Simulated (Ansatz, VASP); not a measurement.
## One calculation of Pb, two programs

```
Pb
1.0
     3.19966    0.00000    0.00000
     0.00000    3.19966    0.00000
     0.00000    0.00000    3.19966
Pb
1
Direct
  0.00000 0.00000 0.00000
```

The cell was built by a generator and needn't be a form met in nature.

Alike in both runs: task relaxation of cell and atoms; functional revPBE; k mesh 10 × 10 × 10; occupations fermi-dirac, width 0.1 eV; no spin polarisation.

|  | VASP | Ansatz |
| --- | --- | --- |
| version | VASP 6.6.1 | Ansatz 0.2.0 |
| potentials or method | VASP PAW PBE potentials, release 64 (Pb_d) | plane waves (420 eV) with PAW, scalar-relativistic |
| plane-wave cutoff (eV) | 600 | 420 |
| valence electrons in the cell | 14 | 14 |

|  | VASP | Ansatz | Ansatz less VASP |
| --- | --- | --- | --- |
| relaxed volume (Å³/atom) | 35.34 | 35.44 | +0.101 |
| relaxed cell length with the largest relative difference (Å) | 3.282 | 3.285 | +0.0031 |
| energy change over the relaxation (meV/atom) | -23 | -23 | -0.1 |

Caveats: the PAW data sets were made with another functional, which shifts forces and pressure a little (VASP). The runs have no spin-orbit coupling, so splittings on Pb are missing.
